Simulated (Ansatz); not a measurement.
# Anharmonic phonons and stability of InP (F-43m), part 3 of 3

Wanted: self-consistent phonon frequencies, thermal pressure and a stability verdict for InP.

Ansatz 0.2.0; DFT PBE, scalar-relativistic, plane waves, PAW.

So far. Step 2 (Probe on a coarse mesh): The start is under 3.3 GPa at this level and looks like an insulator or semiconductor on this mesh. Step 5 (Tight relaxation): The residual pressure is 0.0036 GPa, small enough for phonons. The relaxed cell has a = 5.959 Å (conventional setting).

The database entry behind the starting cell differs from later determinations by our own check (0.1 to 0.3 % short, probably kX units), so it need not match the best structure at ambient conditions.

**6. Sampling the crystal at temperature (continued)**

400 K; each column in its own order of rank; one wavevector of each set of like ones; translations left out; no LO-TO term. Modes at 400K, by row:

| q1 | q2 | q3 | rank | harmonic (cm⁻¹) | gaussian (cm⁻¹) | gaussian error (cm⁻¹) | hessian (cm⁻¹) | hessian error (cm⁻¹) | path integral (cm⁻¹) | path integral error (cm⁻¹) |
| --- | --- | --- | --- | --- | --- | --- | --- | --- | --- | --- |
| 0 | 0 | 0 | 1 | 284.4 | 282.4 | 0.1 | 272.7 | 0.7 | 272 | 0.8 |
| 0 | 0 | 0 | 2 | 284.4 | 282.4 | 0.1 | 272.7 | 0.7 | 272 | 0.8 |
| 0 | 0 | 0 | 3 | 284.4 | 282.4 | 0.1 | 272.7 | 0.7 | 272 | 0.8 |
| 0 | 0 | 0.5 | 1 | 53.5 | 52.5 | 0.1 | 51.7 | 0.1 | 51.7 | 0.1 |
| 0 | 0 | 0.5 | 2 | 53.5 | 52.5 | 0.1 | 51.7 | 0.1 | 51.7 | 0.1 |
| 0 | 0 | 0.5 | 3 | 158.1 | 156.9 | 0.1 | 154.4 | 0.2 | 154.2 | 0.2 |
| 0 | 0 | 0.5 | 4 | 289.9 | 287.8 | 0.1 | 280.1 | 0.3 | 279.4 | 0.5 |
| 0 | 0 | 0.5 | 5 | 289.9 | 287.8 | 0.1 | 280.1 | 0.3 | 279.4 | 0.5 |
| 0 | 0 | 0.5 | 6 | 312.2 | 309.5 | 0.2 | 305.3 | 0.2 | 304.7 | 0.5 |
| 0 | 0.5 | 0.5 | 1 | 66.4 | 65.6 | 0.1 | 64 | 0.2 | 64 | 0.1 |
| 0 | 0.5 | 0.5 | 2 | 66.4 | 65.6 | 0.1 | 64 | 0.2 | 64 | 0.1 |
| 0 | 0.5 | 0.5 | 3 | 170.5 | 168.9 | 0.2 | 166.5 | 0.3 | 166.2 | 0.3 |
| 0 | 0.5 | 0.5 | 4 | 298.9 | 296.7 | 0.3 | 290.6 | 0.3 | 289.6 | 0.4 |
| 0 | 0.5 | 0.5 | 5 | 298.9 | 296.7 | 0.3 | 290.6 | 0.3 | 289.6 | 0.4 |
| 0 | 0.5 | 0.5 | 6 | 306 | 303.4 | 0.2 | 299.3 | 0.2 | 298.7 | 0.5 |

800 K; each column in its own order of rank; one wavevector of each set of like ones; translations left out; no LO-TO term. Modes at 800K, by row:

| q1 | q2 | q3 | rank | harmonic (cm⁻¹) | gaussian (cm⁻¹) | gaussian error (cm⁻¹) | hessian (cm⁻¹) | hessian error (cm⁻¹) | path integral (cm⁻¹) | path integral error (cm⁻¹) |
| --- | --- | --- | --- | --- | --- | --- | --- | --- | --- | --- |
| 0 | 0 | 0 | 1 | 284.4 | 279.6 | 0.4 | 261.1 | 0.9 | 256 | 1.6 |
| 0 | 0 | 0 | 2 | 284.4 | 279.6 | 0.4 | 261.1 | 0.9 | 256 | 1.6 |
| 0 | 0 | 0 | 3 | 284.4 | 279.6 | 0.4 | 261.1 | 0.9 | 256 | 1.6 |
| 0 | 0 | 0.5 | 1 | 53.5 | 51.6 | 0.2 | 49.9 | 0.2 | 50 | 0.1 |
| 0 | 0 | 0.5 | 2 | 53.5 | 51.6 | 0.2 | 49.9 | 0.2 | 50 | 0.1 |
| 0 | 0 | 0.5 | 3 | 158.1 | 154.9 | 0.4 | 150 | 0.6 | 148.7 | 0.4 |
| 0 | 0 | 0.5 | 4 | 289.9 | 285.4 | 0.4 | 270.6 | 0.7 | 266.7 | 1.1 |
| 0 | 0 | 0.5 | 5 | 289.9 | 285.4 | 0.4 | 270.6 | 0.7 | 266.7 | 1.1 |
| 0 | 0 | 0.5 | 6 | 312.2 | 307.5 | 0.9 | 299.4 | 1.2 | 298.2 | 0.9 |
| 0 | 0.5 | 0.5 | 1 | 66.4 | 65 | 0.5 | 61.7 | 0.6 | 61.6 | 0.3 |
| 0 | 0.5 | 0.5 | 2 | 66.4 | 65 | 0.5 | 61.7 | 0.6 | 61.6 | 0.3 |
| 0 | 0.5 | 0.5 | 3 | 170.5 | 167 | 0.7 | 162.2 | 0.9 | 160.9 | 0.7 |
| 0 | 0.5 | 0.5 | 4 | 298.9 | 294.2 | 0.5 | 282.5 | 0.7 | 279.6 | 1 |
| 0 | 0.5 | 0.5 | 5 | 298.9 | 294.2 | 0.5 | 282.5 | 0.7 | 279.6 | 1 |
| 0 | 0.5 | 0.5 | 6 | 306 | 300.8 | 0.9 | 292.8 | 1.1 | 291.1 | 0.6 |

By temperature, by row:

| T (K) | verdict | pressure (GPa) | error (GPa) | vibrational free energy (eV/cell) | entropy (J/mol-cell/K) | free energy beyond the Gaussian (eV/cell) | mean-square displacement of the first In, sum over three axes, rings (Å²) | rings doubtful |
| --- | --- | --- | --- | --- | --- | --- | --- | --- |
| 50 | stable | 0.2105 | 0.0054 | 0.06891 | 9.138 | -7.19e-5 | 0.006599 | false |
| 200 | stable | 0.2182 | 0.011 | 0.02598 | 44.2 | -3.43e-4 | 0.02067 | false |
| 400 | stable | 0.3243 | 0.017 | -0.09862 | 73.36 | -0.00147 | 0.04185 | false |
| 800 | stable | 0.6096 | 0.029 | -0.476 | 105.3 | -0.00627 | 0.0894 | false |

Table of lowest frequency on the supercell's wavevectors (translations apart) by temperature:

| temperature (K) | harmonic (cm⁻¹) | gaussian (cm⁻¹) | hessian (cm⁻¹) | path integral (cm⁻¹) |
| --- | --- | --- | --- | --- |
| 50 | 53.5 | 52.9 | 52.7 | 52.7 |
| 200 | 53.5 | 52.9 | 52.5 | 52.5 |
| 400 | 53.5 | 52.5 | 51.7 | 51.7 |
| 800 | 53.5 | 51.6 | 49.9 | 50.0 |

Free-energy Hessian at 800 K, interpolated by phonopy, no LO-TO term. The phonon branches at the labelled points (cm⁻¹):

| point | branch 1 | branch 2 | branch 3 | branch 4 | branch 5 | branch 6 |
| --- | --- | --- | --- | --- | --- | --- |
| Γ | 0 | 0 | 0 | 261 | 261 | 261 |
| halfway | 48 | 48 | 116 | 272 | 272 | 278 |
| X | 62 | 62 | 162 | 282 | 282 | 293 |
| halfway | 61 | 75 | 158 | 281 | 283 | 293 |
| U | 59 | 97 | 147 | 279 | 282 | 295 |
| jump to K | 59 | 97 | 147 | 279 | 282 | 295 |
| halfway | 39 | 68 | 114 | 266 | 273 | 284 |
| Γ | 0 | 0 | 0 | 261 | 261 | 261 |
| halfway | 36 | 36 | 107 | 266 | 266 | 281 |
| L | 50 | 50 | 150 | 271 | 271 | 299 |
| halfway | 57 | 90 | 142 | 275 | 277 | 297 |
| W | 73 | 101 | 141 | 280 | 284 | 294 |
| halfway | 67 | 80 | 154 | 281 | 283 | 293 |
| X | 62 | 62 | 162 | 282 | 282 | 293 |

The phonon branches as a text plot (rows in cm⁻¹):

```
    293 |         **************             ********************
    281 |     *********************         *        ************
    268 | ******            **********  **************
    256 |**                          ****
    243 |
    231 |
    218 |
    206 |
    193 |
    181 |
    168 |            *
    156 |         *** ****                       *           ****
    143 |                 **                   ** ***********
    131 |       **          ****             **
    119 |     **                *
    106 |                  ***              *           ***
     94 |    *           **      **                   **   **
     81 |               *     **           *         *       *
     69 |  **         **        *  **               *   *********
     56 |       **************   **      **       ******        *
     44 |    ***              ***            *****
     31 | ***                    *****  *  **
     19 | *                        ***   **
      6 |*                           ****
         Γ           X  U|K            Γ         L        W     X
```

The lowest frequency on the supercell's wavevectors (translations apart) is 53.5 cm⁻¹ at 200 K (harmonic); 52.9 cm⁻¹ at 200 K (gaussian); 52.5 cm⁻¹ at 200 K (hessian). The highest branch reaches 299 cm⁻¹ on this path, at L.

**7. Summary of results**

- 50 K: stable; softest mode 52.7 cm⁻¹ (harmonic 53.5); pressure 0.210 GPa
- 200 K: stable; softest mode 52.5 cm⁻¹ (harmonic 53.5); pressure 0.218 GPa
- 400 K: stable; softest mode 51.7 cm⁻¹ (harmonic 53.5); pressure 0.324 GPa
- 800 K: stable; softest mode 49.9 cm⁻¹ (harmonic 53.5); pressure 0.610 GPa

In words: At fixed cell InP is judged stable at 50 K, stable at 200 K, stable at 400 K and stable at 800 K. The crystal is harmonically stable on these wavevectors; at fixed cell its lowest frequency is 53.5 cm⁻¹ in the harmonic picture and 49.9 cm⁻¹ from the free energy at 800 K. At 800 K the largest relative shift among harmonically stable modes above 20 cm⁻¹ that exceeds three times its error is at q = (0, 0, 0): 284 cm⁻¹ becomes 261 ± 0.9 cm⁻¹, matching modes by rank. The pressure column includes -0.013 GPa of the lattice at rest on the supercell's coarser k-mesh; in the Gaussian the ions' motion adds +0.62 GPa at 800 K, from the supercell's own modes alone. The cell is held fixed, the 16-atom supercell samples only its own wavevectors, and LO–TO splitting and linewidths are not included; the verdicts are statistical.

[Logs are printed without paths, hosts, clocks, repeated set-up lines and the standing remarks that a program may print on its own settings, such as how far it seeks lower states.]

[Hosts, paths, dates, database ids (printed as entryN), source tags and the programs' standing remarks are cut or masked in the printed files.]

[A step with changed settings may run another functional than the one named; its input shows which.]
